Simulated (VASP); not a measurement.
Wanted: the native input for a VASP 6.6.1 run.

```yaml
Task: band structure
Functional: HSE06
Potentials_or_basis: VASP PAW PBE potentials, release 64 (Ga_d, N)
Cutoff: 520 eV
k_mesh: 6 × 6 × 4
Occupations: gaussian, width 0.02 eV
Spin: no spin polarisation
Ladder: gaps
Grid_for_exact_exchange_PRECFOCK: Fast
Screening_parameter: 0.2 1/A
Further_INCAR_settings: ALGO = Normal; EDIFF = 1e-07
```

Crystal: GaN.

```xyz
4
Lattice="3.1800 0.0000 0.0000 -1.5900 2.7540 0.0000 0.0000 0.0000 5.1660" Properties=species:S:1:pos:R:3 pbc="T T T"
Ga    1.5900    0.9180    2.5830
Ga    0.0000    1.8360    0.0000
N     1.5900    0.9180    4.5203
N     0.0000    1.8360    1.9373
```

The input as run:

POSCAR

```
GaN
1.0
    3.1800000000      0.0000000000      0.0000000000
   -1.5900000000      2.7539607840      0.0000000000
    0.0000000000      0.0000000000      5.1660000000
Ga N
2 2
Direct
    0.6666666667      0.3333333333      0.5000000000
    0.3333333333      0.6666666667      0.0000000000
    0.6666666667      0.3333333333      0.8750000000
    0.3333333333      0.6666666667      0.3750000000
```

INCAR.step1

```
SYSTEM = GaN
PREC     = Accurate       ! precision mode
ENCUT    = 520            ! plane-wave cutoff, eV
EDIFF    = 1E-5           ! SCF threshold, eV
ISMEAR   = 0              ! smearing method
SIGMA    = 0.02           ! smearing width, eV
LREAL    = .False.        ! projectors in reciprocal space
LASPH    = .True.         ! aspherical terms in the spheres
NELM     = 80             ! most SCF steps
ALGO     = Normal         ! electronic algorithm
ISIF     = 2              ! what is computed and relaxed
LWAVE    = .True.         ! write WAVECAR
LCHARG   = .False.        ! write CHGCAR
GGA      = PE             ! functional
KPAR     = 4
```

INCAR.step2

```
SYSTEM = GaN
PREC     = Accurate       ! precision mode
ENCUT    = 520            ! plane-wave cutoff, eV
EDIFF    = 1E-7           ! SCF threshold, eV
ISMEAR   = 0              ! smearing method
SIGMA    = 0.02           ! smearing width, eV
LREAL    = .False.        ! projectors in reciprocal space
LASPH    = .True.         ! aspherical terms in the spheres
NELM     = 80             ! most SCF steps
ALGO     = Normal         ! electronic algorithm
ISIF     = 2              ! what is computed and relaxed
LWAVE    = .False.        ! write WAVECAR
LCHARG   = .False.        ! write CHGCAR
GGA      = PE             ! functional
LHFCALC  = .True.         ! exact exchange
HFSCREEN = 0.2            ! screening, 1/A
PRECFOCK = Fast         
ISTART   = 1            
KPAR     = 4
```

KPOINTS

```
Automatic mesh
0
Gamma
  6 6 4
  0 0 0
```

KPOINTS_OPT

```
path GMKGALHA,LM,KH
10
line-mode
reciprocal
 0.0000000000  0.0000000000  0.0000000000  G
 0.5000000000  0.0000000000  0.0000000000  M

 0.5000000000  0.0000000000  0.0000000000  M
 0.3333333333  0.3333333333  0.0000000000  K

 0.3333333333  0.3333333333  0.0000000000  K
 0.0000000000  0.0000000000  0.0000000000  G

 0.0000000000  0.0000000000  0.0000000000  G
 0.0000000000  0.0000000000  0.5000000000  A

 0.0000000000  0.0000000000  0.5000000000  A
 0.5000000000  0.0000000000  0.5000000000  L

 0.5000000000  0.0000000000  0.5000000000  L
 0.3333333333  0.3333333333  0.5000000000  H

 0.3333333333  0.3333333333  0.5000000000  H
 0.0000000000  0.0000000000  0.5000000000  A

 0.5000000000  0.0000000000  0.5000000000  L
 0.5000000000  0.0000000000  0.0000000000  M

 0.3333333333  0.3333333333  0.0000000000  K
 0.3333333333  0.3333333333  0.5000000000  H
```

Potentials or basis: VASP PAW PBE potentials, release 64 (Ga_d, N).

The run is started by

```bash
$ cat potpaw_PBE.64/Ga_d/POTCAR potpaw_PBE.64/N/POTCAR > POTCAR
$ cp INCAR.step1 INCAR
$ mpirun -np 4 vasp_std > vasp.out
$ cp INCAR.step2 INCAR
$ mpirun -np 4 vasp_std > vasp.out
```

Results of the run:

```yaml
Pressure: 0.9 GPa
Largest_force: 0.154 eV/Å
Band_gap_on_the_k_mesh: 3.27 eV, direct
Band_gap_along_the_path: 3.27 eV, direct
```

Caveat: the PAW data sets were made with another functional, which shifts forces and pressure a little.

Run time: 45 min on 4 MPI ranks on AMD EPYC 9R45 96-Core Processor (Zen 5), on a shared host, peak memory 0.33 GiB a rank.
